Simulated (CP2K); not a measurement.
**BN and the effect of the choice of potentials or basis**

Symmetry: F-43m, No. 216, cubic system. The conventional cell has a = 3.626 Å, b = 3.626 Å, c = 3.626 Å, α = 90.00°, β = 90.00°, γ = 90.00°. N (site symmetry -43m) is surrounded by 4 B at 1.57 Å. B (site symmetry -43m) is surrounded by 4 N at 1.57 Å.

Kept alike: task band structure; functional PBE; k mesh 13 × 13 × 13; occupations fermi-dirac, width 0.05 eV; no spin polarisation. Program: CP2K. The mesh is that of the run's cell of 2 atoms. No spin-orbit coupling.

| choice of potentials or basis | band gap (eV) | pressure (GPa) |
| --- | --- | --- |
| GTH_POTENTIALS N GTH-BLYP-q5, B GTH-BLYP-q3; DZVP-MOLOPT-SR-GTH basis | 4.558 | 0.46 |
| GTH_POTENTIALS N GTH-PADE-q5, B GTH-PADE-q3; DZVP-MOLOPT-SR-GTH basis (made for LDA) | 4.690 | -9.56 |
| GTH_POTENTIALS N GTH-PBE-q5, B GTH-PBE-q3; DZVP-MOLOPT-SR-GTH basis | 4.523 | 0.94 |
| POTENTIAL_UZH N GTH-PBE0-q5, B GTH-PBE0-q3; DZVP-MOLOPT-SR-GTH basis | 4.519 | 0.54 |
| POTENTIAL_UZH N GTH-SCAN-q5, B GTH-SCAN-q3; DZVP-MOLOPT-SR-GTH basis | 4.630 | -2.77 |

Pressure is positive in compression. Gaps are the smaller of the mesh's and the band path's.

The band gap runs from 4.519 (POTENTIAL_UZH N GTH-PBE0-q5, B GTH-PBE0-q3; DZVP-MOLOPT-SR-GTH basis) to 4.690 eV (GTH_POTENTIALS N GTH-PADE-q5, B GTH-PADE-q3; DZVP-MOLOPT-SR-GTH basis (made for LDA)). Measured: 6.4 eV at 300 K (a printed reference work). Semilocal gaps run low as a rule. The gap moves here only through the cell or the potentials. The pressure runs from -9.56 (GTH_POTENTIALS N GTH-PADE-q5, B GTH-PADE-q3; DZVP-MOLOPT-SR-GTH basis (made for LDA)) to 0.94 GPa (GTH_POTENTIALS N GTH-PBE-q5, B GTH-PBE-q3; DZVP-MOLOPT-SR-GTH basis).
